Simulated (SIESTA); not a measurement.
Crystal: Pd.

```
CELL_PARAMETERS angstrom
0.00000 1.94650 1.94650
1.94650 0.00000 1.94650
1.94650 1.94650 0.00000
ATOMIC_POSITIONS crystal
Pd 0.00000 0.00000 0.00000
```

Base run:

```yaml
Program: SIESTA 5.4.2
Functional: BLYP
Potentials_or_basis: PseudoDojo 0.4 standard (PBE files)
Basis: DZP (energy shift 0.003 Ry; two zetas on semicore shells)
Grid_cutoff: 800 Ry
Energy_shift: 0.003 Ry
k_mesh: 12 × 12 × 12
Occupations: fermi-dirac, width 0.05 eV
Spin: no spin polarisation
```

Its results: band gap on the k mesh none (metal or under the smearing width); pressure 18.9 GPa.

Q: After a change of settings the same cell gave: band gap on the k mesh none (metal or under the smearing width); pressure 7.5 GPa. Which change was it?
A. functional from BLYP to PW91
B. functional from BLYP to WC; potentials or basis from PseudoDojo 0.4 standard (PBE files) to PseudoDojo 0.4 standard (PBEsol files)
C. functional from BLYP to revPBE
D. functional from BLYP to PBEsol; potentials or basis from PseudoDojo 0.4 standard (PBE files) to PseudoDojo 0.4 standard (PBEsol files)

A: A.

PW91 binds more tightly than BLYP, so the same cell stands under less pressure.

Caveats: the potentials were made for another functional, which shifts forces and pressure; the basis of atomic orbitals isn't converged, which shifts pressures, moduli and gaps.

Runs at the PBE level aren't shown here.
